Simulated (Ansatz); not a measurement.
## Bands of La

```yaml
crystal:
  lattice:
    - [0.00000, 3.33867, 3.33867]
    - [3.33867, 0.00000, 3.33867]
    - [3.33867, 3.33867, 0.00000]
  atoms:
    - { symbol: La, position: [0.00000, 0.00000, 0.00000] }
    - { symbol: La, position: [0.25000, 0.25000, 0.25000] }
```

Atoms are numbered in the order listed.

The structure comes from a relaxation in the same program, started in the diamond type, and has space group Fd-3m. Whether it is a known phase or the ground state wasn't checked.

Spin–orbit coupling is left out, though it moves levels of the heavy atoms by tenths of an eV or more.

Computed with DFT, PBE, all-electron LAPW, scalar-relativistic (Ansatz 0.2.0).

Sampling and basis: a Γ-centred 10×10×10 k mesh, Fermi–Dirac smearing of 0.03 eV, basis error target 1 meV/atom, no spin polarisation.

Points in fractions of the reciprocal vectors of this cell: Γ (0, 0, 0), X (0.5, 0, 0.5), U (0.625, 0.25, 0.625), K (0.375, 0.375, 0.75), L (0.5, 0.5, 0.5), W (0.5, 0.25, 0.75). The path joins them by straight lines in the order Γ–X–U–K–Γ–L–W–X; legs that retrace an earlier one aren't tabulated. Energies are in eV from the Fermi level.

Is there a gap?

None at this level of theory (metallic, semimetallic, or a small gap that the functional closes).

List the levels between -8 and 1 eV at the symmetry points.


Γ: -2.38, -0.75 (×2), 0.88 (×3)
X: -1.72 (×2), -0.13 (×2), 0.72 (×2)
U: -2.04, -1.36, -0.66, 0.61, 0.92, 0.95
K: -2.04, -1.36, -0.66, 0.61, 0.92, 0.95
L: -1.17, -0.62 (×2), -0.22, 0.05 (×2)
W: -1.87 (×2), 0.06 (×2)
